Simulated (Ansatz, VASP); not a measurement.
## One calculation of HfN, two programs

File INCAR:

```
SYSTEM = HfN
PREC = Accurate
ENCUT = 520
EDIFF = 1E-6
ISMEAR = -1
SIGMA = 0.04
LREAL = .FALSE.
LASPH = .TRUE.
NELM = 60
ALGO = Normal
ISIF = 2
LWAVE = .FALSE.
LCHARG = .TRUE.
GGA = PE
LELF = .TRUE.
LVHAR = .TRUE.
NBANDS = 14
```

File KPOINTS:

```
Automatic mesh
0
G
  5 5 5
  0 0 0
```

File POSCAR:

```
HfN
1.0
    0.0000000000      2.4548220000      2.4548220000
    2.4548220000      0.0000000000      2.4548220000
    2.4548220000      2.4548220000      0.0000000000
Hf N
1 1
Direct
    0.0000000000      0.0000000000      0.0000000000
    0.2500000000      0.2500000000      0.2500000000
```

input.yaml

```yaml
crystal:
  lattice:
    - [0.0, 2.454822, 2.454822]
    - [2.454822, 0.0, 2.454822]
    - [2.454822, 2.454822, 0.0]
  atoms:
    - { symbol: Hf, position: [0.0, 0.0, 0.0] }
    - { symbol: "N", position: [0.25, 0.25, 0.25] }
kpoints:
  mp_grid: { grid: [5, 5, 5] }
scf:
  occupations: { method: fermi_dirac, width: 0.04 }
hamiltonian:
  xc: pbe
  pseudopotentials: { kind: all_electron, lapw: { basis_error: 0.002 } }
output:
  forces: true
  stress: true
  eigenvalues: true
```

The cell comes from a database or a generator and needn't be the stable form of this composition.

Alike in both runs: task single point; functional PBE; k mesh 5 × 5 × 5; occupations fermi-dirac, width 0.04 eV; no spin polarisation.

```csv
,VASP,Ansatz
version,VASP 6.6.1,Ansatz 0.2.0
potentials or method,"VASP PAW PBE potentials, release 64 (Hf_pv, N)","all-electron LAPW, scalar-relativistic"
plane-wave cutoff (eV),520,see its input
```

VASP gave:

```
gap on the k mesh at the Fermi level (eV) : none
pressure (GPa)                            : 0.0
```

Problem. What did Ansatz give for the same quantities?

Solution. gap on the k mesh at the Fermi level (eV): none; pressure (GPa): 1.1.

A gap of «none» marks a metal or a gap that the smearing closes. Ansatz ran all-electron here, so the differences hold the error of VASP's frozen core and of both bases.

Caveats: the k mesh is coarse (spacing up to 0.44 Å⁻¹), so the values aren't converged; the k mesh is thin for a metal, which can move the energy by tens of meV per atom (Ansatz). The runs have no spin-orbit coupling, so splittings on Hf are missing.
